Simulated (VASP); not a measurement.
# As under changes of volume

One of the cells (20.929 Å³/atom); the others are scaled copies at fixed shape and fractional positions:

```
As
1.0
     1.89628    1.09482    3.36027
    -1.89628    1.09482    3.36027
     0.00000   -2.18964    3.36027
As
2
Direct
  0.23015 0.23015 0.23015
  0.76985 0.76985 0.76985
```

```yaml
Program: VASP 6.6.1
Functional: PBEsol
Potentials_or_basis: VASP PAW PBE potentials, release 64 (As)
Cutoff: 520 eV
k_mesh: 8 × 8 × 8
Occupations: fermi-dirac, width 0.05 eV
Spin: no spin polarisation
```

| volume (Å³/atom) | energy over the lowest point (meV/atom) | pressure (GPa) | largest force (eV/Å) |
| --- | --- | --- | --- |
| 20.091 | ? | ? | ? |
| 20.510 | 2.23 | 1.7 | 0.118 |
| 20.929 | 0.00 | 0.0 | 0.002 |
| 21.347 | 2.03 | -1.5 | 0.114 |
| 21.766 | 7.90 | -2.9 | 0.216 |

Q: What does the run at 20.091 Å³/atom give?

A: Energy over the lowest point 9.19 meV/atom; pressure 3.6 GPa; largest force 0.250 eV/Å.

Worked out: A Birch-Murnaghan fit of order 2 (a polynomial in V^(-2/3)) to the other rows has its minimum at 20.93 Å³/atom with B0 = V·E''(V) = 81 GPa at fixed shape and positions, which overstates the stiffness. It gives 9.16 meV/atom at 20.091 Å³/atom, against the run's 9.19, and -dE/dV = 3.6 GPa, against 3.6.

Energies are extrapolated to zero smearing.

Caveats: the PAW data sets were made with another functional, which shifts forces and pressure a little.
